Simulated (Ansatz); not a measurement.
AlN:

```xyz
2
Lattice="0.0000 2.0345 2.0345 2.0345 0.0000 2.0345 2.0345 2.0345 0.0000" Properties=species:S:1:pos:R:3 pbc="T T T"
Al    2.0345    2.0345    2.0345
N     0.0000    0.0000    0.0000
```

Measurements of this composition are mostly on another form, of space group No. 186.

Base run:

- Program: Ansatz 0.2.0
- Functional: HSE06
- Potentials or basis: Ansatz PAW
- Cutoff: 420 eV (not typed: the program's choice for these potentials)
- k mesh: 8 × 8 × 8
- Occupations: fermi-dirac, width 0.05 eV
- Spin: no spin polarisation

Its results: band gap on the k mesh 5.84 eV, indirect (least direct gap 6.91 eV); pressure -7.6 GPa.

Question: The run is repeated on the same cell with these changes: functional from HSE06 to PBE0. What comes out?

Answer: Band gap on the k mesh 6.59 eV, indirect (least direct gap 7.64 eV); pressure -7.6 GPa.

Caveats: the PAW data sets come from PBE, with cores solved anew for the run's functional, which leaves a small shift of forces and pressure; the thresholds are loose for stress.
